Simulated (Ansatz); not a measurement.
The cell is a measured one (Crystallography Open Database entry 9012959); the temperature and pressure of the measurement aren't taken into account, and nothing was relaxed. It is an old determination, and later ones may differ.

Input and log of a run on Pb: DFT, PBE, all-electron LAPW, scalar-relativistic (Ansatz 0.2.0).

```yaml
crystal:
  lattice:
    - [0.0, 2.4698, 2.4698]
    - [2.4698, 0.0, 2.4698]
    - [2.4698, 2.4698, 0.0]
  atoms:
    - { symbol: Pb, position: [0.0, 0.0, 0.0] }
kpoints:
  mp_grid: { grid: [12, 12, 12] }
  band_path:
    path:
      - [0.0, 0.0, 0.0]
      - [0.5, 0.0, 0.5]
      - [0.625, 0.25, 0.625]
      - [0.375, 0.375, 0.75]
      - [0.0, 0.0, 0.0]
      - [0.5, 0.5, 0.5]
      - [0.5, 0.25, 0.75]
      - [0.5, 0.0, 0.5]
    npoints: 8
scf:
  occupations: { method: fermi_dirac, width: 0.05 }
hamiltonian:
  xc: pbe
  pseudopotentials: { kind: all_electron, lapw: { basis_error: 0.00025 } }
output:
  forces: true
  stress: true
  eigenvalues: true
  populations: true
  dos: { projected: true, de: 0.2, e_range: [-14, 8] }
```

What the program printed:

```
Pb: projections on atomic orbitals take those of the free atom 1s2 2s2 2p6 3s2 3p6 3d10 4s2 4p6 4d10 4f14 5s2 5p6 5d10 6s2 6p2, of charge +0.00 (hamiltonian.pseudopotentials.projection_atoms)
LAPW: plane waves up to 6.889 Å⁻¹, error target 2.5e-4 eV per atom; small_component_spin mean_spin; Pb in spheres of 1.746 Å, 36 of its electrons in bands, Dirac shells []
Engine: ansatz 0.2.0
Pseudopotentials: kind: all_electron
Pseudopotential: Pb, LAPW, valence charge 36, Koelling and Harmon's equation, gaussian nucleus
Functional definition: PBE
  parameter kappa = 0.804
  parameter beta = 0.06672455060314922
  exchange = pbe_x(kappa = kappa, mu = beta*pi^2/3)
  correlation = pbe_c(beta = beta)
Crystal: 1 atoms, lattice volume = 30.131 Å³
Basis set: ecut = 180.84121730750067 eV, 169 PW (Γ), exchange–correlation at level 2
Bands: 22, of which v1, the nominal top of the filled ones, is band 18 counted from 1 (17 counted from 0)
Symmetry: 48 space group operations
Space group: Fm-3m (ITA 225), of the structure as read, at distance tolerance 3.1e-5 Å
k-points: 72 of 1728
Non-local potential: Pb, projectors of the file, none
Initial density: superposition of atomic densities (chi_scale 0.1, normalization cell)
Initial wavefunctions: plane waves of lowest kinetic energy (no species holds an atomic orbital)
Functional: x = pbe(κ = 0.804, μ = 0.2195149727645171), c = pbe(β = 0.06672455060314922)
iter 1 solved again at ethr=6.51e-6 eV; its pass at ethr=1.00e-1 eV (dr2=2.34e-3 eV) is discarded
SCF iter   1: F=—  HF=-568066.583815 eV  |F-HF|=—  |Δ(HF+E_count)|=         —  Δρ=3.21e-3  dr2=2.37e-3  ethr=6.51e-6  ⟨swp⟩=3.9  Hψ=10692  notcnv=0
preconditioner: auto → LDOS  [metal: Δε(μ)=0.031 eV  Ē_g=19.780 eV  σ=0.050 eV  W_gap=0.15  n_scr=14 (ndim 8)  ℏωp=25.3 eV  f_vac=0.033  D(μ)=1.23/eV (n_scr^D=14)  β→1.0]
SCF iter   2: F=—  HF=-568066.579485 eV  |F-HF|=—  |Δ(HF+E_count)|=   4.33e-3  Δρ=1.53e-3  dr2=4.27e-4  ethr=6.51e-6  ⟨swp⟩=3.0  Hψ=4975  notcnv=0
SCF iter   3: F=—  HF=-568066.573273 eV  |F-HF|=—  |Δ(HF+E_count)|=   6.21e-3  Δρ=9.09e-4  dr2=1.74e-4  ethr=1.19e-6  ⟨swp⟩=3.0  Hψ=4867  notcnv=0
SCF iter   4: F=—  HF=-568066.572974 eV  |F-HF|=—  |Δ(HF+E_count)|=   2.99e-4  Δρ=3.47e-4  dr2=2.47e-5  ethr=4.83e-7  ⟨swp⟩=2.0  Hψ=4683  notcnv=0
iter 5 solved again at ethr=5.17e-9 eV; its pass at ethr=6.87e-8 eV (dr2=1.86e-6 eV) is discarded
SCF iter   5: F=—  HF=-568066.572981 eV  |F-HF|=—  |Δ(HF+E_count)|=   7.06e-6  Δρ=9.96e-5  dr2=1.86e-6  ethr=5.17e-9  ⟨swp⟩=2.0  Hψ=7998  notcnv=0
SCF iter   6: F=-568066.572985 eV  HF=-568066.572985 eV  |F-HF|=8.66e-8  |Δ(HF+E_count)|=   3.68e-6  Δρ=1.52e-5  dr2=3.66e-8  ethr=5.17e-9  ⟨swp⟩=3.0  Hψ=4818  notcnv=0
SCF 1 converged in 6 iterations: F = -568066.572985 eV  dr2 = 3.66e-8
NSCF: frozen V_eff on 57 k-points
SCF converged after 6 iterations
Free energy (F): -568066.572985 eV
Harris-Foulkes:  -568066.572985 eV  (|F-HF|=8.66e-8)
Internal energy: -568066.563722 eV  (E = F + TS)
E sigma→0 (E₀):  -568066.568353 eV
Entropy (-TS):   -0.009263 eV (-9.263 meV/atom)
Fermi energy:    15.830738 eV
--- Per-component energies (eV) ---
  E_band       = -2191.408178
  E_kinetic    = 654972.092290
  E_xc         = -10580.740077
  E_electrostatic = -1212457.915935  (all electrons and nuclei)
  E_smearing   = -0.009263  (= −TS)
  E_closure    = 0.000000  (closes the sum)
  E_atoms      = -568063.043352  (free atoms, spherical and without spin; not in F)
  Σ components = -568066.572985   (vs F -568066.572985, Δ=0.00e0)
  Basis errors (estimates in eV, not in F): energy 5.1e-5 per atom: plane waves 5.0e-5 (2.5e-5 summed), levels above the bands 1.0e-98, relativity 4.4e-9, radial functions 9.0e-7, core shells 1.1e-9; eigenvalues (radial functions only) 9.5e-6; not estimated: angular momenta, meshes, grids; target (lapw.basis_error) 2.5e-4; muffin-tin radii Pb 1.746 Å
--- Forces (eV/Å), atoms counted from 1 ---
  atom   1  Pb    -0.00000000    -0.00000000     0.00000000
  max |Σ_I F_I| component: 1.31e-31 eV/Å
--- Stress (GPa, compression-positive) ---
        3.008048       0.000000       0.000000
        0.000000       3.008048       0.000000
        0.000000       0.000000       3.008048
  P = ⅓ Tr σ = 3.0080 GPa (30.080 kbar)
--- Band table (eV; the first three rows and the last of 72) ---
  k-point 0: bands = ["-123.8514", "-112.8819", "-112.8819", "-112.8819", "-112.8816", "-112.8816", "-112.8816", "-112.8814", "-65.6852", "-65.6852", "-65.6852", "-1.2927", "-1.2927", "-1.2927", "-1.1500", "-1.1500", "3.9991", "23.2593", "23.2593", "23.2593", "25.5434", "27.2258"]
  k-point 1: bands = ["-123.8514", "-112.8819", "-112.8819", "-112.8819", "-112.8816", "-112.8816", "-112.8816", "-112.8814", "-65.6854", "-65.6853", "-65.6853", "-1.2930", "-1.2826", "-1.2826", "-1.1506", "-1.1506", "4.1338", "21.7191", "23.0919", "23.0919", "25.2746", "27.8661"]
  k-point 2: bands = ["-123.8514", "-112.8819", "-112.8819", "-112.8819", "-112.8816", "-112.8816", "-112.8816", "-112.8814", "-65.6861", "-65.6854", "-65.6854", "-1.2952", "-1.2626", "-1.2626", "-1.1443", "-1.1443", "4.5383", "19.1196", "22.6875", "22.6875", "24.9766", "28.4081"]
  k-point 71: bands = ["-123.8513", "-112.8819", "-112.8819", "-112.8819", "-112.8817", "-112.8817", "-112.8817", "-112.8814", "-65.6875", "-65.6875", "-65.6866", "-1.2805", "-1.2317", "-1.2317", "-1.1024", "-0.9779", "9.2055", "14.4027", "14.4027", "16.0485", "26.7004", "27.9798"]
--- Löwdin populations: 1 site ---
  site symbol       q [e]
     0     Pb     81.9786
  spilling = 0.000261 (of n_electrons = 82.000000)
```
